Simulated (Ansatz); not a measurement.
## Vibrational response of ZnO

All numbers below come from Ansatz 0.2.0, DFT PBE, scalar-relativistic, plane waves, PAW. Settings: 420 eV plane-wave cutoff, Γ-centred 6×6×6 mesh, fixed occupations. No spin polarisation. Phonons by linear response, acoustic sum rule imposed.

Relaxed structure:
```
CELL_PARAMETERS angstrom
-3.13531 3.13531 3.13531
3.13531 -3.13531 3.13531
3.13531 3.13531 -3.13531
ATOMIC_POSITIONS crystal
Zn 0.32961 0.32961 0.32961
Zn 0.00000 0.00000 0.67039
Zn 0.00000 0.67039 0.00000
Zn 0.67039 0.00000 0.00000
O 0.67627 0.67627 0.67627
O 0.00000 0.00000 0.32373
O 0.00000 0.32373 0.00000
O 0.32373 0.00000 0.00000
```

The cell was found from a structure generator's guess, not taken from experiment.

(1) Give the high-frequency dielectric tensor ε∞.

(2) Give the Born effective charges.

(3) How large is the static dielectric tensor with the ions free to move, and what share of it is ionic?

Results:

(1)
```
3.93 0.00 0.00
0.00 3.93 0.00
0.00 0.00 3.93
```

(2)
```
       atom   Z*xx   Z*yy   Z*zz   mean
Zn (atom 1)   1.97   1.97   1.97   1.97
 O (atom 5)  -1.97  -1.97  -1.97  -1.97
```

(3)
```
7.4 0.0 0.0
0.0 7.4 0.0
0.0 0.0 7.4
```
The ions give 47 % of its trace.
